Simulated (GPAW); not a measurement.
## SrO: single point with PBE

SrO:

```xyz
2
Lattice="0.0000 2.5663 2.5920 2.5663 0.0000 2.5920 2.5663 2.5663 0.0000" Properties=species:S:1:pos:R:3 pbc="T T T"
Sr    2.5663    2.5663    2.5920
O     0.0000    0.0000    0.0000
```

The cell isn't the ideal one: strain = 0.01.

- Program: GPAW 26.7.0
- Task: single point
- Functional: PBE
- Potentials or basis: GPAW PAW data sets (gpaw-data 1.2.1)
- Cutoff: 800 eV
- Basis: pw
- k mesh: 9 × 9 × 9
- Occupations: fermi-dirac, width 0.05 eV
- Spin: no spin polarisation

- Pressure: 2.9 GPa
- Band gap on the k mesh: 3.40 eV, indirect (least direct gap 3.48 eV)

Stress tensor (GPa, compression positive):
```
3.31 0.00 0.00
0.00 3.31 0.00
0.00 0.00 1.98
```

Levels at points of the mesh, in eV from the valence-band top:
```tsv
k point	band 6	band 7	band 8	band 9	band 10	band 11
(0.00, 0.00, 0.00)	-0.03	0.00	0.00	3.97	6.22	6.29
```

It took 40 s on 1 thread of Arm Neoverse V1, on a shared host, peak memory 0.19 GiB.

Caveat: the density grid can change from cell to cell, which puts small steps into energies and stress; an odd mesh through Γ misses points on the zone boundary, where band edges often lie.
